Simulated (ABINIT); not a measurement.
Crystal: BaTiO3.

```
CELL_PARAMETERS angstrom
4.00600 0.00000 0.00000
0.00000 4.00600 0.00000
0.00000 0.00000 4.00600
ATOMIC_POSITIONS crystal
Ba 0.50000 0.50000 0.50000
Ti 0.00000 0.00000 0.00000
O 0.00000 0.00000 0.50000
O 0.00000 0.50000 0.00000
O 0.50000 0.00000 0.00000
```

Base run:

```yaml
Program: ABINIT 10.8.3 (patched build)
Functional: PBEsol
Potentials_or_basis: JTH PAW PBE v2.0
Cutoff: 626 eV
k_mesh: 7 × 7 × 7
Occupations: fermi-dirac, width 0.05 eV
Spin: no spin polarisation
```

Its results: band gap on the k mesh 1.77 eV, indirect (least direct gap 1.85 eV); pressure -3.3 GPa.

Q: The run is repeated on the same cell with these changes: functional from PBEsol to r2SCAN; cutoff from 626 eV to 762 eV; fine-grid cutoff from 1224.51 eV to 1360.57 eV. What comes out?

A: Band gap on the k mesh 2.17 eV, indirect (least direct gap 2.26 eV); pressure -0.2 GPa.

Caveats: this set's barium file shifts pressures by 1.5 GPa and gaps by 0.1 eV against other sets; the PAW data sets were made with another functional, which shifts forces and pressure a little; spin-orbit coupling is left out, which moves the levels of the heavy elements.

A k mesh can miss the band edges.
